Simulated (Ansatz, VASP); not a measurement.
Two plane-wave programs on SiO2

File INCAR:

```
SYSTEM = SiO2
PREC = Accurate ; ENCUT = 520
EDIFF = 1E-7 ; ISMEAR = 0
SIGMA = 0.05 ; LREAL = .FALSE.
LASPH = .TRUE. ; NELM = 80
ALGO = Normal ; ISIF = 2
LWAVE = .FALSE. ; LCHARG = .TRUE.
GGA = PE ; LELF = .TRUE.
LVHAR = .TRUE. ; NBANDS = 25
```

File KPOINTS:

```
regular mesh
0
G
  6 6 8
  0 0 0
```

Contents of POSCAR:

```
SiO2
1.0
    4.2361165343      0.0000000000      0.0000000000
    0.0000000000      4.2361165343      0.0000000000
    0.0000000000      0.0000000000      2.5828589820
Si O
2 4
Direct
    0.5000000000      0.5000000000      0.5000000000
    0.0000000000      0.0000000000      0.0000000000
    0.6930152167      0.6930152167      0.0000000000
    0.1930152167      0.8069847833      0.5000000000
    0.3069847833      0.3069847833      0.0000000000
    0.8069847833      0.1930152167      0.5000000000
```

Input for Ansatz:

```yaml
crystal:
  lattice:
    - [4.2361165343, 0.0, 0.0]
    - [0.0, 4.2361165343, 0.0]
    - [0.0, 0.0, 2.582858982]
  atoms:
    - { symbol: Si, position: [0.5, 0.5, 0.5] }
    - { symbol: Si, position: [0.0, 0.0, 0.0] }
    - { symbol: O, position: [0.6930152167, 0.6930152167, 0.0] }
    - { symbol: O, position: [0.1930152167, 0.8069847833, 0.5] }
    - { symbol: O, position: [0.3069847833, 0.3069847833, 0.0] }
    - { symbol: O, position: [0.8069847833, 0.1930152167, 0.5] }
basis:
  ecutwfc: 420
kpoints:
  mp_grid: { grid: [6, 6, 8] }
hamiltonian:
  xc: pbe
scf:
  occupations: { method: gaussian, width: 0.05 }
output:
  forces: true
  stress: true
  eigenvalues: true
  write_density: true
  write_potential: true
  elf: true
  volumetric_format: npy
```

Change from the starting cell: strain +0.000 along x and y, -0.040 along z, atoms carried along.

Alike in both runs: task single point; functional PBE; k mesh 6 × 6 × 8; occupations gaussian, width 0.05 eV; no spin polarisation.

|  | VASP | Ansatz |
| --- | --- | --- |
| version | VASP 6.6.1 | Ansatz 0.2.0 |
| potentials or method | VASP PAW PBE potentials, release 64 (Si, O) | scalar-relativistic, plane waves, PAW |
| plane-wave cutoff (eV) | 520 | 420 |
| valence electrons in the cell | 32 | 32 |

```csv
,VASP,Ansatz,Ansatz less VASP
gap on the k mesh at the Fermi level (eV),5.89,5.90,+0.012
least direct gap on the mesh (eV),5.89,5.90,+0.012
pressure (GPa),16.1,15.8,-0.24
largest component of the traceless stress (GPa),16.64,16.03,-0.612
rms of the force components (eV/Å),0.044,0.029,-0.0153
```

Atom by atom the forces differ by 0.015 eV/Å (rms over components).

Caveats: so large a pressure means that the cell lies far from this level's equilibrium, or that cutoff or potentials fall short (VASP). A k mesh can miss the band edges.
